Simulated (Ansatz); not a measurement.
# HfO2 (Pca2_1) in Ansatz: a series of runs, part 2 of 2

Ansatz 0.2.0. Earlier steps stand in the parts before.

## Step 3: Single point, BLYP+D3(BJ), 10.52 Å³/atom (volume scaled by 0.96)

input.yaml

```yaml
crystal:
  lattice:
    - [5.148921424, 0.0, 0.0]
    - [0.0, 4.9371234566, 0.0]
    - [0.0, 0.0, 4.9646674546]
  atoms:
    - { symbol: Hf, position: [0.966994, 0.73252082, 0.74144035] }
    - { symbol: Hf, position: [0.533006, 0.73252082, 0.24144035] }
    - { symbol: Hf, position: [0.466994, 0.26747918, 0.74144035] }
    - { symbol: Hf, position: [0.033006, 0.26747918, 0.24144035] }
    - { symbol: O, position: [0.63212745, 0.9286454, 0.87926726] }
    - { symbol: O, position: [0.86787255, 0.9286454, 0.37926726] }
    - { symbol: O, position: [0.23394852, 0.53988305, 0.49229239] }
    - { symbol: O, position: [0.26605148, 0.53988305, 0.99229239] }
    - { symbol: O, position: [0.76605148, 0.46011695, 0.99229239] }
    - { symbol: O, position: [0.73394852, 0.46011695, 0.49229239] }
    - { symbol: O, position: [0.13212745, 0.0713546, 0.87926726] }
    - { symbol: O, position: [0.36787255, 0.0713546, 0.37926726] }
hamiltonian:
  xc: blyp
  pseudopotentials: { kind: paw }
  dispersion: d3bj
kpoints:
  mp_grid: { grid: [5, 6, 5] }
scf:
  occupations: { method: fermi_dirac, width: 0.05 }
output:
  forces: true
  stress: true
  eigenvalues: true
```

Potentials or basis: Ansatz PAW.

The run is started by

```bash
ansatz run input.yaml --threads 2 --pin off --max-ram 5120MiB --backend cpu --events-out ev --progress --plain --runs-dir out
```

Run time: 26 s. Hardware: 2 threads of Arm Neoverse V1, shared host; peak memory 0.59 GiB.

Results (log left out):

| Item | Value |
| --- | --- |
| Free energy | -67563.6292 eV |
| Pressure | 20.6 GPa |
| Largest force | 0.329 eV/Å |
| Band gap on the k mesh | 4.67 eV, indirect (least direct gap 4.85 eV) |

Caveat: odd divisions of the mesh miss points on the zone boundary, where band edges often lie, so the gap on the mesh can be too wide; the pressure holds a Pulay correction of +1.0 GPa for the finite cutoff; spin-orbit coupling is left out, which moves the levels of the heavy elements; the PAW data sets come from PBE, with cores solved anew for the run's functional, which leaves a small shift of forces and pressure.

## Step 4: Single point, BLYP+D3(BJ), 10.74 Å³/atom (volume scaled by 0.98)

Edit input.yaml of step 3 so:

```diff
@@ -2,5 +2,5 @@
   lattice:
-    - [5.148921424, 0.0, 0.0]
-    - [0.0, 4.9371234566, 0.0]
-    - [0.0, 0.0, 4.9646674546]
+    - [5.1844323491, 0.0, 0.0]
+    - [0.0, 4.9711736599, 0.0]
+    - [0.0, 0.0, 4.9989076225]
   atoms:
@@ -30 +30,5 @@
   eigenvalues: true
+  write_density: true
+  write_potential: true
+  elf: true
+  volumetric_format: npy
```

The run is started by

```bash
ansatz run input.yaml --threads 2 --pin off --max-ram 5120MiB --backend cpu --events-out ev --progress --plain --runs-dir out
```

Run time: 38 s. Hardware: 2 threads of Arm Neoverse V1, shared host; peak memory 0.61 GiB.

The run converged. Its results:

```yaml
Free_energy: -67563.9133 eV
Pressure: 14.1 GPa
Largest_force: 0.242 eV/Å
Band_gap_on_the_k_mesh: 4.60 eV, indirect (least direct gap 4.77 eV)
```

Caveat: odd divisions of the mesh miss points on the zone boundary, where band edges often lie, so the gap on the mesh can be too wide; the pressure holds a Pulay correction of +1.0 GPa for the finite cutoff; spin-orbit coupling is left out, which moves the levels of the heavy elements; the PAW data sets come from PBE, with cores solved anew for the run's functional, which leaves a small shift of forces and pressure.

## Step 5: Single point, BLYP+D3(BJ), 10.96 Å³/atom

Edit input.yaml of step 4 so:

```diff
@@ -2,5 +2,5 @@
   lattice:
-    - [5.1844323491, 0.0, 0.0]
-    - [0.0, 4.9711736599, 0.0]
-    - [0.0, 0.0, 4.9989076225]
+    - [5.21946336, 0.0, 0.0]
+    - [0.0, 5.00476369, 0.0]
+    - [0.0, 0.0, 5.03268505]
   atoms:
@@ -30,5 +30 @@
   eigenvalues: true
-  write_density: true
-  write_potential: true
-  elf: true
-  volumetric_format: npy
```

The run is started by

```bash
ansatz run input.yaml --threads 2 --pin off --max-ram 5120MiB --backend cpu --events-out ev --progress --plain --runs-dir out
```

It took 27 s on 2 threads of Arm Neoverse V1, shared host; peak memory 0.6 GiB.

The run converged. Its results:

```
Free energy            : -67564.0963 eV
Pressure               : 8.3 GPa
Largest force          : 0.162 eV/Å
Band gap on the k mesh : 4.52 eV, indirect (least direct gap 4.70 eV)
```

Caveat: odd divisions of the mesh miss points on the zone boundary, where band edges often lie, so the gap on the mesh can be too wide; the pressure holds a Pulay correction of +1.0 GPa for the finite cutoff; spin-orbit coupling is left out, which moves the levels of the heavy elements; the PAW data sets come from PBE, with cores solved anew for the run's functional, which leaves a small shift of forces and pressure.

## Step 6: Single point, BLYP+D3(BJ), 11.17 Å³/atom (volume scaled by 1.02)

Edit input.yaml of step 5 so:

```diff
@@ -2,5 +2,5 @@
   lattice:
-    - [5.21946336, 0.0, 0.0]
-    - [0.0, 5.00476369, 0.0]
-    - [0.0, 0.0, 5.03268505]
+    - [5.2540303499, 0.0, 0.0]
+    - [0.0, 5.0379087863, 0.0]
+    - [0.0, 0.0, 5.0660150614]
   atoms:
@@ -30 +30,5 @@
   eigenvalues: true
+  write_density: true
+  write_potential: true
+  elf: true
+  volumetric_format: npy
```

Potentials or basis: Ansatz PAW.

The run is started by

```bash
ansatz run input.yaml --threads 2 --pin off --max-ram 5120MiB --backend cpu --events-out ev --progress --plain --runs-dir out
```

It took 40 s on 2 threads of Arm Neoverse V1, shared host; peak memory 0.62 GiB.

It converged, with:

* Free energy: -67564.1874 eV
* Pressure: 2.9 GPa
* Largest force: 0.105 eV/Å
* Band gap on the k mesh: 4.45 eV, indirect (least direct gap 4.63 eV)

Caveat: odd divisions of the mesh miss points on the zone boundary, where band edges often lie, so the gap on the mesh can be too wide; the pressure holds a Pulay correction of +1.0 GPa for the finite cutoff; spin-orbit coupling is left out, which moves the levels of the heavy elements; the PAW data sets come from PBE, with cores solved anew for the run's functional, which leaves a small shift of forces and pressure.

## Step 7: Single point, BLYP+D3(BJ), 11.39 Å³/atom (volume scaled by 1.04)

Edit input.yaml of step 6 so:

```diff
@@ -2,5 +2,5 @@
   lattice:
-    - [5.2540303499, 0.0, 0.0]
-    - [0.0, 5.0379087863, 0.0]
-    - [0.0, 0.0, 5.0660150614]
+    - [5.2881483861, 0.0, 0.0]
+    - [0.0, 5.0706233964, 0.0]
+    - [0.0, 0.0, 5.0989121849]
   atoms:
@@ -30,5 +30 @@
   eigenvalues: true
-  write_density: true
-  write_potential: true
-  elf: true
-  volumetric_format: npy
```

The run is started by

```bash
ansatz run input.yaml --threads 2 --pin off --max-ram 5120MiB --backend cpu --events-out ev --progress --plain --runs-dir out
```

Run time: 27 s. Hardware: 2 threads of Arm Neoverse V1, shared host; peak memory 0.61 GiB.

The run converged. Its results:

```yaml
Free_energy: -67564.1960 eV
Pressure: -1.9 GPa
Largest_force: 0.135 eV/Å
Band_gap_on_the_k_mesh: 4.38 eV, indirect (least direct gap 4.56 eV)
```

Caveat: odd divisions of the mesh miss points on the zone boundary, where band edges often lie, so the gap on the mesh can be too wide; the pressure holds a Pulay correction of +1.0 GPa for the finite cutoff; spin-orbit coupling is left out, which moves the levels of the heavy elements; the PAW data sets come from PBE, with cores solved anew for the run's functional, which leaves a small shift of forces and pressure.

## Step 8: Single point, BLYP+D3(BJ), 11.61 Å³/atom (volume scaled by 1.06)

Edit input.yaml of step 7 so:

```diff
@@ -2,5 +2,5 @@
   lattice:
-    - [5.2881483861, 0.0, 0.0]
-    - [0.0, 5.0706233964, 0.0]
-    - [0.0, 0.0, 5.0989121849]
+    - [5.321831768, 0.0, 0.0]
+    - [0.0, 5.1029212315, 0.0]
+    - [0.0, 0.0, 5.1313902082]
   atoms:
@@ -30 +30,5 @@
   eigenvalues: true
+  write_density: true
+  write_potential: true
+  elf: true
+  volumetric_format: npy
```

The run is started by

```bash
ansatz run input.yaml --threads 2 --pin off --max-ram 5120MiB --backend cpu --events-out ev --progress --plain --runs-dir out
```

Run time: 48 s. Hardware: 2 threads of Arm Neoverse V1, shared host; peak memory 0.63 GiB.

Results (log left out):

```
Free energy            : -67564.1291 eV
Pressure               : -6.2 GPa
Largest force          : 0.185 eV/Å
Band gap on the k mesh : 4.31 eV, indirect (least direct gap 4.49 eV)
```

Caveat: odd divisions of the mesh miss points on the zone boundary, where band edges often lie, so the gap on the mesh can be too wide; the pressure holds a Pulay correction of +0.9 GPa for the finite cutoff; spin-orbit coupling is left out, which moves the levels of the heavy elements; the PAW data sets come from PBE, with cores solved anew for the run's functional, which leaves a small shift of forces and pressure.

## Step 9: Equation of state, BLYP+D3(BJ)

Potentials or basis: Ansatz PAW.

No new run: the results of the series are fitted here.

Results:

* Equilibrium volume: 11.31 Å³/atom
* Bulk modulus at fixed shape and positions: 245 GPa
* Pressure derivative of the bulk modulus: 4.2

Energy against volume, from the lowest point:
```
volume (Å³/atom)  energy (meV/atom)
          10.298              80.36
          10.517              47.24
          10.736              23.56
          10.955               8.31
          11.175               0.72
          11.394               0.00
          11.613               5.57
```

Caveat: the potentials were made for another functional, which shifts forces and pressure; the cell was scaled at fixed shape and fractional positions, which overstates the stiffness of a crystal with free parameters, most of all of layers and chains. Spin-orbit coupling is left out, which matters for the levels of Hf.

## Step 10: Band structure, BPBE

Edit input.yaml of step 8 so:

```diff
@@ -2,5 +2,5 @@
   lattice:
-    - [5.321831768, 0.0, 0.0]
-    - [0.0, 5.1029212315, 0.0]
-    - [0.0, 0.0, 5.1313902082]
+    - [5.21946336, 0.0, 0.0]
+    - [0.0, 5.00476369, 0.0]
+    - [0.0, 0.0, 5.03268505]
   atoms:
@@ -19,9 +19,16 @@
 hamiltonian:
-  xc: blyp
+  xc: { exchange: b88, correlation: pbe }
   pseudopotentials: { kind: paw }
-  dispersion: d3bj
 kpoints:
   mp_grid: { grid: [5, 6, 5] }
+  band_path:
+    path:
+      - [[0.0, 0.0, 0.0], [0.0, 0.5, 0.0], [0.0, 0.5, 0.5], [0.0, 0.0, 0.5], [0.0, 0.0, 0.0], [0.5, 0.0, 0.0], [0.5, 0.5, 0.0], [0.5, 0.5, 0.5], [0.5, 0.0, 0.5], [0.5, 0.0, 0.0]]
+      - [[0.0, 0.0, 0.5], [0.5, 0.0, 0.5]]
+      - [[0.5, 0.5, 0.0], [0.0, 0.5, 0.0]]
+      - [[0.0, 0.5, 0.5], [0.5, 0.5, 0.5]]
+    npoints: 10
 scf:
   occupations: { method: fermi_dirac, width: 0.05 }
+  n_extra_bands: 30
 output:
@@ -30,5 +37,2 @@
   eigenvalues: true
-  write_density: true
-  write_potential: true
-  elf: true
-  volumetric_format: npy
+  fatbands: false
```

The run is started by

```bash
ansatz run input.yaml --threads 2 --pin off --max-ram 5120MiB --backend cpu --events-out ev --progress --plain --runs-dir out
```

Run time: 1.9 min. Hardware: 2 threads of Arm Neoverse V1, shared host; peak memory 1 GiB.

The run converged. Its results:

```yaml
Free_energy: -67597.6235 eV
Pressure: 9.2 GPa
Largest_force: 0.111 eV/Å
Band_gap_on_the_k_mesh: 4.49 eV, indirect (least direct gap 4.68 eV)
Band_gap_along_the_path: 4.56 eV, indirect (least direct gap 4.67 eV)
```

Forces on the atoms (eV/Å):
```
Hf   0.047 -0.025  0.086
Hf  -0.047 -0.025  0.086
Hf   0.047  0.025  0.086
Hf  -0.047  0.025  0.086
O   -0.027 -0.034 -0.007
O    0.027 -0.034 -0.007
O    0.033  0.072 -0.079
O   -0.033  0.072 -0.079
O   -0.033 -0.072 -0.079
O    0.033 -0.072 -0.079
O   -0.027  0.034 -0.007
O    0.027  0.034 -0.007
```

Stress tensor (GPa, compression positive):
```
9.24 0.00 0.00
0.00 9.36 0.00
0.00 0.00 8.94
```

Levels at the corners of the path, in eV from the valence-band top:
| point | band 73 | band 74 | band 75 | band 76 | band 77 | band 78 | band 79 | band 80 |
| --- | --- | --- | --- | --- | --- | --- | --- | --- |
| Γ | -0.68 | -0.17 | -0.05 | 0.00 | 5.00 | 5.25 | 5.36 | 5.79 |
| X | -0.79 | -0.38 | -0.18 | -0.11 | 4.57 | 4.95 | 5.03 | 5.66 |
| S | -1.00 | -1.00 | -0.35 | -0.35 | 4.60 | 4.60 | 5.00 | 5.00 |
| Y | -0.34 | -0.34 | -0.26 | -0.26 | 4.71 | 4.71 | 5.37 | 5.37 |
| Γ | -0.68 | -0.17 | -0.05 | 0.00 | 5.00 | 5.25 | 5.36 | 5.79 |
| Z | -0.67 | -0.67 | -0.38 | -0.38 | 5.26 | 5.26 | 5.67 | 5.67 |
| U | -0.61 | -0.61 | -0.47 | -0.47 | 4.75 | 4.75 | 5.20 | 5.20 |
| R | -0.82 | -0.82 | -0.82 | -0.82 | 4.74 | 4.74 | 4.74 | 4.74 |
| T | -0.69 | -0.69 | -0.69 | -0.69 | 5.25 | 5.25 | 5.25 | 5.25 |
| Z | -0.67 | -0.67 | -0.38 | -0.38 | 5.26 | 5.26 | 5.67 | 5.67 |
| Y | -0.34 | -0.34 | -0.26 | -0.26 | 4.71 | 4.71 | 5.37 | 5.37 |
| T | -0.69 | -0.69 | -0.69 | -0.69 | 5.25 | 5.25 | 5.25 | 5.25 |
| U | -0.61 | -0.61 | -0.47 | -0.47 | 4.75 | 4.75 | 5.20 | 5.20 |
| X | -0.79 | -0.38 | -0.18 | -0.11 | 4.57 | 4.95 | 5.03 | 5.66 |
| S | -1.00 | -1.00 | -0.35 | -0.35 | 4.60 | 4.60 | 5.00 | 5.00 |
| R | -0.82 | -0.82 | -0.82 | -0.82 | 4.74 | 4.74 | 4.74 | 4.74 |

Caveat: the pressure holds a Pulay correction of +0.9 GPa for the finite cutoff; spin-orbit coupling is left out, which moves the levels of the heavy elements; the PAW data sets come from PBE, with cores solved anew for the run's functional, which leaves a small shift of forces and pressure.
